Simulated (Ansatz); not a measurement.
Molecular dynamics of Be

Input file:

```yaml
crystal:
  lattice:
    - [7.091764, 0.0, 0.0]
    - [-3.545882, 6.141648, 0.0]
    - [0.0, 0.0, 7.40853]
  atoms:
    - { symbol: Be, position: [-0.00159955, -0.00742565, -0.03820405] }
    - { symbol: Be, position: [0.25392146, 0.33637422, 0.33024913] }
    - { symbol: Be, position: [-0.05438886, -0.02436767, 0.49697931] }
    - { symbol: Be, position: [0.03144689, 0.21165253, 0.74301985] }
    - { symbol: Be, position: [-0.01956652, 0.25753866, 0.0059253] }
    - { symbol: Be, position: [0.07414756, 0.63929934, 0.28335331] }
    - { symbol: Be, position: [8.756e-05, 0.2933822, 0.50412316] }
    - { symbol: Be, position: [0.00636339, 0.50753118, 0.79713495] }
    - { symbol: Be, position: [0.02727844, 0.69200005, -0.00617158] }
    - { symbol: Be, position: [0.06360387, 0.87864713, 0.25662491] }
    - { symbol: Be, position: [0.00824146, 0.63682815, 0.54872833] }
    - { symbol: Be, position: [0.21770068, 0.99278251, 0.84851677] }
    - { symbol: Be, position: [0.37506981, 0.05715442, 0.03708351] }
    - { symbol: Be, position: [0.45464354, 0.16304465, 0.27005626] }
    - { symbol: Be, position: [0.32174702, -0.06605024, 0.54314105] }
    - { symbol: Be, position: [0.48773797, 0.28655409, 0.74162134] }
    - { symbol: Be, position: [0.29820439, 0.2966974, -0.05769627] }
    - { symbol: Be, position: [0.51487481, 0.55777009, 0.19598775] }
    - { symbol: Be, position: [0.24968665, 0.28861724, 0.58379] }
    - { symbol: Be, position: [0.45774167, 0.58215609, 0.78342796] }
    - { symbol: Be, position: [0.30385018, 0.58239178, -0.02028332] }
    - { symbol: Be, position: [0.43634723, 0.84785899, 0.26084358] }
    - { symbol: Be, position: [0.28215211, 0.59500493, 0.50965527] }
    - { symbol: Be, position: [0.43138629, 0.91213506, 0.82452531] }
    - { symbol: Be, position: [0.70872389, 0.07721677, -0.05780728] }
    - { symbol: Be, position: [0.79580101, 0.23843817, 0.23710192] }
    - { symbol: Be, position: [0.72688479, -0.00679277, 0.44958148] }
    - { symbol: Be, position: [0.71885106, 0.18528649, 0.71916662] }
    - { symbol: Be, position: [0.74859844, 0.36278294, -0.0531579] }
    - { symbol: Be, position: [0.75335536, 0.48350634, 0.23777292] }
    - { symbol: Be, position: [0.65814985, 0.31510017, 0.48013539] }
    - { symbol: Be, position: [0.73747813, 0.59702351, 0.72594525] }
    - { symbol: Be, position: [0.65249772, 0.7314714, -0.04405788] }
    - { symbol: Be, position: [0.83652189, 0.94480067, 0.19194401] }
    - { symbol: Be, position: [0.56836642, 0.58891012, 0.47682598] }
    - { symbol: Be, position: [0.66416594, 0.85238547, 0.67236892] }
basis:
  ecutwfc: 420.0
kpoints:
  mp_grid: { grid: [2, 2, 2] }
hamiltonian:
  xc: pbe
scf:
  occupations: { method: fermi_dirac, width: 0.36 }
  lower_state_search: "off"
md:
  timestep: 1.12
  n_steps: 100
  ensemble: nvt_langevin
  temperature: 3360.0
  initial_velocities: maxwell_boltzmann
  seed: 495433
  friction: 0.02
  temperature_schedule:
    - { n_steps: 75, end_temperature: 300.0 }
    - { n_steps: 25, end_temperature: 300.0 }
```

Command:

```bash
$ ansatz run input.yaml --threads 1 --pin off --max-ram 3072MiB --backend cpu --events-out ev --progress --plain --runs-dir out
```

It goes on from the last frame of an earlier run, with new velocities.

Output, in part (step lines):

```
md step     0: t =     0.00 fs  T =  3266.7 K (target 3360.0 K)  F+E_penalty+E_count = -3318.91921264 eV  E_kin = 15.200976 eV  (6 SCF iters)
md step     1: t =     1.12 fs  T =  3262.3 K (target 3339.6 K)  F+E_penalty+E_count = -3318.75284053 eV  E_kin = 15.180480 eV  (6 SCF iters)
md step     2: t =     2.24 fs  T =  3376.3 K (target 3298.8 K)  F+E_penalty+E_count = -3318.56629771 eV  E_kin = 15.711010 eV  (6 SCF iters)
md step     3: t =     3.36 fs  T =  3196.0 K (target 3258.0 K)  F+E_penalty+E_count = -3318.40396134 eV  E_kin = 14.872107 eV  (6 SCF iters)
md step     4: t =     4.48 fs  T =  3078.8 K (target 3217.2 K)  F+E_penalty+E_count = -3318.30542753 eV  E_kin = 14.326801 eV  (6 SCF iters)
md step     5: t =     5.60 fs  T =  2829.9 K (target 3176.4 K)  F+E_penalty+E_count = -3318.32629475 eV  E_kin = 13.168735 eV  (5 SCF iters)
md step     6: t =     6.72 fs  T =  2869.2 K (target 3135.6 K)  F+E_penalty+E_count = -3318.55203397 eV  E_kin = 13.351607 eV  (5 SCF iters)
md step     7: t =     7.84 fs  T =  3036.1 K (target 3094.8 K)  F+E_penalty+E_count = -3319.05151672 eV  E_kin = 14.128145 eV  (5 SCF iters)
[... lines left out ...]
```

The steps, from the saved trajectory:

```tsv
time (fs)	T (K)	potential energy less start (eV)
0.0	3267	0.000
3.4	3196	0.515
6.7	2869	0.367
10.1	3299	-1.463
13.4	3496	-2.861
16.8	3768	-3.177
20.2	3795	-3.457
23.5	3348	-3.970
26.9	3023	-3.925
30.2	2940	-3.270
33.6	2670	-2.842
37.0	2647	-3.107
40.3	2883	-3.953
43.7	3189	-5.328
47.0	3340	-6.385
50.4	3274	-6.603
53.8	2785	-5.559
57.1	2397	-4.525
60.5	2260	-4.329
63.8	2084	-4.629
67.2	2136	-5.076
70.6	2005	-5.386
73.9	1896	-4.931
77.3	1558	-4.020
80.6	1224	-3.546
84.0	1167	-4.097
87.4	1233	-5.090
90.7	1296	-5.835
94.1	1301	-6.357
97.4	1324	-6.974
100.8	1371	-7.764
104.2	1393	-8.576
107.5	1306	-9.100
110.9	1262	-9.306
```

All steps were run. The schedule's set-point averaged 560 K over the second half and the system 1599 K, so it lags behind the ramp. A run of 0.11 ps of so small a system gives no equilibrium averages. Limits of this set-up: coarse k mesh.

Mean squared displacements from the first frame to the last, about the centre of mass: Be 0.48 Å².

Last frame:

```xyz
36
Lattice="7.0918 0.0000 0.0000 -3.5459 6.1416 0.0000 0.0000 0.0000 7.4085" Properties=species:S:1:pos:R:3
Be -0.487 -0.344 -0.348
Be 0.275 1.247 1.680
Be 0.389 -0.294 3.510
Be -0.138 1.078 5.341
Be -1.000 2.041 -0.352
Be -0.756 3.442 1.725
Be -1.199 2.172 4.152
Be -1.275 3.705 5.746
Be -2.260 4.205 0.071
Be -2.157 5.458 1.811
Be -1.890 4.296 3.890
Be -2.232 5.789 5.583
Be 2.758 -0.052 -0.162
Be 2.510 1.342 1.473
Be 2.380 0.106 3.361
Be 2.854 1.714 5.226
Be 1.189 1.425 -0.606
Be 1.450 3.482 2.165
Be 1.162 1.893 3.571
Be 0.657 3.191 5.330
Be 0.323 4.422 -0.023
Be 0.152 5.437 1.749
Be 0.242 4.317 3.537
Be 0.031 5.605 5.362
Be 4.667 0.375 0.093
Be 4.868 1.455 1.918
Be 4.553 0.299 3.674
Be 4.909 1.228 5.613
Be 4.031 2.437 -0.374
Be 3.515 3.298 1.420
Be 3.250 2.285 3.209
Be 3.862 4.198 5.550
Be 2.117 3.348 -0.611
Be 2.285 5.458 2.082
Be 2.445 3.600 4.165
Be 1.747 5.109 5.548
```

Run time: 11 min on 1 thread of Arm Neoverse V2, on a shared host, peak memory 0.68 GiB.
